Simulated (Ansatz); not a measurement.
The cell is COD entry 9008997, as deposited and not checked against the literature; nothing was relaxed. The listed cell was then made from it by scaling, straining or moving an atom.

An input for BN: DFT, PBE, all-electron LAPW, scalar-relativistic (Ansatz 0.2.0).

Command: `ansatz run input.yaml --threads 1 --pin off --max-ram 4096MiB --backend cpu --events-out ev --progress --plain --runs-dir out` The run took 15 s on 1 thread of Intel(R) Xeon(R) Platinum 8488C (Sapphire Rapids), with other jobs on the host, peak memory 0.4 GiB.

```yaml
crystal:
  lattice:
    - [2.5039917043, 0.0, 0.0]
    - [-1.2519958522, 2.1685204268, 0.0]
    - [0.0, 0.0, 6.527976]
  atoms:
    - { symbol: B, position: [0.3333333333, 0.6666666667, 0.25] }
    - { symbol: B, position: [0.6666666667, 0.3333333333, 0.75] }
    - { symbol: "N", position: [0.3333333333, 0.6666666667, 0.75] }
    - { symbol: "N", position: [0.6666666667, 0.3333333333, 0.25] }
kpoints:
  mp_grid: { grid: [11, 11, 4] }
  band_path:
    path:
      - [0.0, 0.0, 0.0]
      - [0.5, 0.0, 0.0]
      - [0.3333333333, 0.3333333333, 0.0]
      - [0.0, 0.0, 0.0]
      - [0.0, 0.0, 0.5]
      - [0.5, 0.0, 0.5]
      - [0.3333333333, 0.3333333333, 0.5]
      - [0.0, 0.0, 0.5]
      - [0.5, 0.0, 0.5]
    npoints: 5
scf:
  occupations: { method: fermi_dirac, width: 0.02 }
hamiltonian:
  xc: pbe
  pseudopotentials: { kind: all_electron, lapw: { basis_error: 0.001 } }
output:
  forces: true
  stress: true
  eigenvalues: true
```

The results part of the log:

```
SCF 1 converged in 7 iterations: F = -4337.622184 eV  dr2 = 4.81e-10
NSCF: frozen V_eff on 41 k-points
SCF converged after 7 iterations
Free energy (F): -4337.622184 eV
Harris-Foulkes:  -4337.622184 eV  (|F-HF|=1.07e-9)
Internal energy: -4337.622184 eV  (E = F + TS)
E sigma→0 (E₀):  -4337.622184 eV
Fermi energy:    7.305324 eV
--- Per-component energies (eV) ---
  E_band       = -2175.712748
  E_kinetic    = 4326.053960
  E_xc         = -599.182553
  E_electrostatic = -8064.493591  (all electrons and nuclei)
  E_smearing   = -0.000000  (= −TS)
  E_closure    = 0.000000  (closes the sum)
  E_atoms      = -4302.459154  (free atoms, spherical and without spin; not in F)
  Σ components = -4337.622184   (vs F -4337.622184, Δ=0.00e0)
  Basis errors (estimates in eV, not in F): energy 6.3e-4 per atom: plane waves 5.9e-4 (3.8e-4 summed), levels above the bands 2.0e-203, relativity 1.6e-8, radial functions 4.4e-5, core shells 0.0e0; eigenvalues (radial functions only) 4.1e-6; not estimated: angular momenta, meshes, grids; target (lapw.basis_error) 1.0e-3; muffin-tin radii B 0.682 Å, N 0.763 Å
--- Forces (eV/Å), atoms counted from 1 ---
  atom   1  B      0.00000000    -0.00000000     0.00000000
  atom   2  B     -0.00000000     0.00000000     0.00000000
  atom   3  N      0.00000000    -0.00000000     0.00000000
  atom   4  N      0.00000000     0.00000000     0.00000000
  max |Σ_I F_I| component: 2.22e-16 eV/Å
--- Stress (GPa, compression-positive) ---
        3.595467      -0.000000      -0.000000
       -0.000000       3.595467       0.000000
       -0.000000       0.000000       3.593545
  P = ⅓ Tr σ = 3.5948 GPa (35.948 kbar)
--- Band table (eV; the first three rows and the last of 48) ---
  k-point 0: bands = ["-369.2948", "-369.2948", "-166.6276", "-166.6276", "-12.7002", "-12.3656", "-1.1741", "1.1313", "3.7800", "3.7800", "3.8239", "3.8239", "10.4935", "15.6328", "16.6687", "16.6687"]
  k-point 1: bands = ["-369.2948", "-369.2948", "-166.6276", "-166.6276", "-12.6540", "-12.4177", "-0.8946", "0.7103", "3.7863", "3.7863", "3.8174", "3.8174", "11.2284", "14.7602", "16.6888", "16.6888"]
  k-point 2: bands = ["-369.2948", "-369.2948", "-166.6276", "-166.6276", "-12.5389", "-12.5389", "-0.1578", "-0.1578", "3.8018", "3.8018", "3.8018", "3.8018", "12.9512", "12.9512", "16.7384", "16.7384"]
  k-point 47: bands = ["-369.2948", "-369.2948", "-166.6274", "-166.6274", "-8.9319", "-8.9319", "-2.9575", "-2.9575", "-1.6800", "-1.6800", "5.0009", "5.0009", "9.8131", "9.8131", "17.2806", "17.2806"]
```
